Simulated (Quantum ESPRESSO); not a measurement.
The system is Y.

```
Y
1.0
     3.64254    0.00000    0.00000
    -1.82127    3.15454    0.00000
     0.00000    0.00000   11.84413
Y
4
Direct
  0.66667 0.33333 0.75000
  0.00000 0.00000 0.50000
  0.33333 0.66667 0.25000
  0.00000 0.00000 0.00000
```

- Program: Quantum ESPRESSO 7.5
- Task: single point
- Functional: PBE
- Potentials or basis: SSSP 1.3 efficiency PBE
- Cutoff: 748 eV
- Density cutoff: 5987 eV
- k mesh: 8 × 8 × 3
- Occupations: fermi-dirac, width 0.05 eV
- Spin: no spin polarisation

On this cell: pressure -1.7 GPa; largest force under 0.003 eV/Å; band gap on the k mesh none (metal or under the smearing width).

The same run follows on a disturbed copy (atoms moved at random, drawn with an rms of 0.05 Å):

```
CELL_PARAMETERS angstrom
3.64254 0.00000 0.00000
-1.82127 3.15454 0.00000
0.00000 0.00000 11.84413
ATOMIC_POSITIONS crystal
Y 0.67778 0.33328 0.75145
Y 0.99857 0.98937 0.50459
Y 0.34126 0.67218 0.25273
Y 0.99905 0.99244 0.99907
```

Problem. What changes?

Solution. The energy (extrapolated to zero smearing) moves by +1.3 meV/atom; pressure -1.7 GPa; largest force 0.109 eV/Å; band gap on the k mesh none (metal or under the smearing width).

Forces on the atoms (eV/Å):
```
Y   -0.030 -0.032  0.017
Y    0.017  0.043 -0.090
Y   -0.007 -0.045 -0.029
Y    0.020  0.034  0.102
```

Stress tensor (GPa, compression positive):
```
-1.50 -0.03  0.00
-0.03 -1.53  0.00
 0.00  0.00 -2.08
```
